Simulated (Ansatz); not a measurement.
K: one input, then a changed one

Structure: COD 9011006, as refined from experiment and not relaxed. The listed cell was then made from it by scaling, straining or moving an atom.

First run: DFT, LDA, PAW with Ansatz's default frozen-core files, scalar-relativistic (Ansatz 0.2.0).

Command: `ansatz run input.yaml --threads 1 --pin off --max-ram 2048MiB --backend cpu --events-out ev --progress --plain --runs-dir out` The run took 2.3 s on 1 thread of Arm Neoverse V2, with other jobs on the host, peak memory 0.31 GiB.

```yaml
crystal:
  lattice:
    - [-2.6524513192, 2.6524513192, 2.6524513192]
    - [2.6524513192, -2.6524513192, 2.6524513192]
    - [2.6524513192, 2.6524513192, -2.6524513192]
  atoms:
    - { symbol: K, position: [0.0, 0.0, 0.0] }
kpoints:
  mp_grid: { grid: [10, 10, 10] }
scf:
  occupations: { method: fermi_dirac, width: 0.08 }
hamiltonian:
  xc: lda
  pseudopotentials: { kind: paw }
output:
  forces: true
  stress: true
  eigenvalues: true
  efg: { contact_densities: true }
  write_density: true
  write_potential: true
  elf: true
  volumetric_format: npy
```

Result: converged; pressure -0.50 GPa; 6 SCF iterations.

A second run of a changed input logged this at its end:

```
Error: invalid value for `basis.ecutrho_ratio`: must be in [1, 1024]; got 0
```

Question: What was wrong with the input?

Answer: A density cutoff under the waves', by this change (others could give a like log):
```diff
@@ -10,4 +10,5 @@
 scf:
   occupations: { method: fermi_dirac, width: 0.08 }
+  max_iter: 75
 hamiltonian:
   xc: lda
@@ -18,7 +19,5 @@
   eigenvalues: true
   efg: { contact_densities: true }
-  write_density: true
-  write_potential: true
-  elf: true
-  volumetric_format: npy
+basis:
+  ecutrho_ratio: 0
```
